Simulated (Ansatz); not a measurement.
# TiC: the cost of one run

Computed with Ansatz 0.2.0 (DFT PBE, scalar-relativistic, plane waves, PAW, unless a step's input says otherwise).

1 further run of the same task is left out (set aside as unsound or not needed).

## 1. The structure to begin with

It takes space group Fm-3m (No. 225, cubic). Conventional cell: a = 4.333 Å, b = 4.333 Å, c = 4.333 Å, α = 90.00°, β = 90.00°, γ = 90.00°. Ti (site symmetry m-3m) has 6 C at 2.17 Å in its first shell of neighbours. C (site symmetry m-3m) is surrounded by 6 Ti at 2.17 Å.

As a file:

```cif
data_structure
_symmetry_space_group_name_H-M 'P 1'
_symmetry_Int_Tables_number 1
_cell_length_a 3.0638
_cell_length_b 3.0638
_cell_length_c 3.0638
_cell_angle_alpha 60.000
_cell_angle_beta 60.000
_cell_angle_gamma 60.000
_cell_volume 20.34
loop_
_atom_site_label
_atom_site_type_symbol
_atom_site_fract_x
_atom_site_fract_y
_atom_site_fract_z
_atom_site_occupancy
Ti1 Ti 0.00000 0.00000 0.00000 1
C1 C 0.50000 0.50000 0.50000 1
```

This cell was relaxed beforehand with the same method: volume 10.17 Å³/atom, gap on the mesh none (metal).

## 2. Cutting the slab

Miller indices refer to the conventional cell of the relaxed bulk, Fm-3m (No. 225): a = 4.333 Å, b = 4.333 Å, c = 4.333 Å, α = 90.00°, β = 90.00°, γ = 90.00°.

A (111) slab, 6.3 Å thick as cut, with 17 Å of vacuum, in a 2×2 surface cell; its outer planes are Ti (top) and C (bottom).

The slab as cut. Its planes from the bottom up:

| plane | atoms per cell | height over the lowest (Å) |
| --- | --- | --- |
| 1 | C4 | 0.00 |
| 2 | Ti4 | 1.25 |
| 3 | C4 | 2.50 |
| 4 | Ti4 | 3.75 |
| 5 | C4 | 5.00 |
| 6 | Ti4 | 6.25 |

## 3. The clean surface, relaxed

input.yaml

```yaml
crystal:
  lattice:
    - [6.1276785403, 0.0, 0.0]
    - [-3.0638392701, 5.3067252821, 0.0]
    - [0.0, 0.0, 23.2540357214]
  atoms:
    - { symbol: C, position: [0.1666666667, 0.3333333333, 0.3655279497] }
    - { symbol: C, position: [0.1666666667, 0.8333333333, 0.3655279497] }
    - { symbol: C, position: [0.6666666667, 0.3333333333, 0.3655279497] }
    - { symbol: C, position: [0.6666666667, 0.8333333333, 0.3655279497] }
    - { symbol: Ti, position: [0.3333333333, 0.1666666667, 0.4193167698] }
    - { symbol: Ti, position: [0.3333333333, 0.6666666667, 0.4193167698] }
    - { symbol: Ti, position: [0.8333333333, 0.1666666667, 0.4193167698] }
    - { symbol: Ti, position: [0.8333333333, 0.6666666667, 0.4193167698] }
    - { symbol: C, position: [0.5, 0.5, 0.4731055899] }
    - { symbol: C, position: [0.5, 0.0, 0.4731055899] }
    - { symbol: C, position: [0.0, 0.5, 0.4731055899] }
    - { symbol: C, position: [0.0, 0.0, 0.4731055899] }
    - { symbol: Ti, position: [0.6666666667, 0.3333333333, 0.5268944101] }
    - { symbol: Ti, position: [0.6666666667, 0.8333333333, 0.5268944101] }
    - { symbol: Ti, position: [0.1666666667, 0.3333333333, 0.5268944101] }
    - { symbol: Ti, position: [0.1666666667, 0.8333333333, 0.5268944101] }
    - { symbol: C, position: [0.8333333333, 0.6666666667, 0.5806832302] }
    - { symbol: C, position: [0.8333333333, 0.1666666667, 0.5806832302] }
    - { symbol: C, position: [0.3333333333, 0.6666666667, 0.5806832302] }
    - { symbol: C, position: [0.3333333333, 0.1666666667, 0.5806832302] }
    - { symbol: Ti, position: [0.0, 0.5, 0.6344720503] }
    - { symbol: Ti, position: [0.0, 0.0, 0.6344720503] }
    - { symbol: Ti, position: [0.5, 0.5, 0.6344720503] }
    - { symbol: Ti, position: [0.5, 0.0, 0.6344720503] }
basis:
  ecutwfc: 420
kpoints:
  mp_grid: { grid: [6, 6, 1] }
hamiltonian:
  xc: pbe
scf:
  occupations: { method: gaussian, width: 0.1 }
output:
  forces: true
  eigenvalues: true
relax:
  adjacent_minimum: "off"
  f_tol: 0.03
  max_steps: 70
  constraints: [{ sites: [0, 1, 2, 3, 4, 5, 6, 7, 8, 9, 10, 11] }]
efield:
  axis: 3
  dipole_correction: true
  ramp_width: 0.04
```

Started as:

```bash
$ ansatz run input.yaml --threads 4 --pin off --max-ram 10240MiB --backend cpu --events-out ev --progress --plain --runs-dir out
```

What time and memory should one allow on 4 threads of Arm Neoverse V2, shared host?

About 75 s, with a peak of 2 GiB.
